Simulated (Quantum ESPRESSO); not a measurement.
Runs of Quantum ESPRESSO 7.5 on BN. Symmetry: P6_3/mmc, No. 194, hexagonal system. The conventional cell has a = 2.498 Å, b = 2.498 Å, c = 6.636 Å, α = 90.00°, β = 90.00°, γ = 120.00°. N (site symmetry -6m2) is surrounded by 3 B at 1.44 Å. B (site symmetry -6m2) is surrounded by 3 N at 1.44 Å. 

```tsv
task	level	potentials or basis	cell	k mesh	cutoff (eV)	smearing	SCF threshold	form of the LDA correlation	share of exact exchange	q mesh for exact exchange	cutoff for exact exchange	mesh quality	gap on the mesh (eV)	pressure (GPa)
dielectric tensor	BLYP	GBRV 1.5 PBE	as given	8 × 8 × 2, shifted	612	fermi-dirac 0.05 eV	8e-10 Ry	-	-	-	-	coarse	-	8.8
band structure	LDA	JTH 2.0 LDA	as given	12 × 12 × 4	680	fermi-dirac 0.05 eV	8e-10 Ry	PW92	-	-	-	not flagged	4.09	(b)
band structure	PBEsol	GBRV 1.5 PBEsol	as given	12 × 12 × 4	612	fermi-dirac 0.05 eV	8e-10 Ry	-	-	-	-	not flagged	4.19	2.5
single point	PBE	SSSP 1.3 efficiency PBE	as given	12 × 12 × 4	816	fermi-dirac 0.05 eV	8e-10 Ry	-	-	-	-	not flagged	4.31	(a)
phonons	BLYP	PseudoDojo 0.4.1 SR PBE standard	relaxed	8 × 8 × 2, shifted	1143	fermi-dirac 0.05 eV	8e-10 Ry	-	-	-	-	coarse	-	0.5
```

Alike in all rows: no spin polarisation.

Question: Estimate the missing entries.

Answer: (a) 4.0; (b) -3.4.

Caveats: some runs use coarse meshes; this functional lacks dispersion, which binds the layers, so the pressure and a relaxed spacing across them are unreliable (some runs); the potentials were made for another functional, which shifts forces and pressure (some runs); the cell is more than 3 GPa from zero pressure, which shifts response properties (some runs); some levels on the path didn't converge (some runs); the layers were relaxed without a dispersion term, so their spacing and the soft interlayer modes are unreliable (some runs); this functional lacks dispersion, which binds the layers, so the pressure and a relaxed spacing across them are unreliable, and here the layers came unbound (some runs).

A k mesh can miss the band edges.

Not every run made on this cell is shown here.
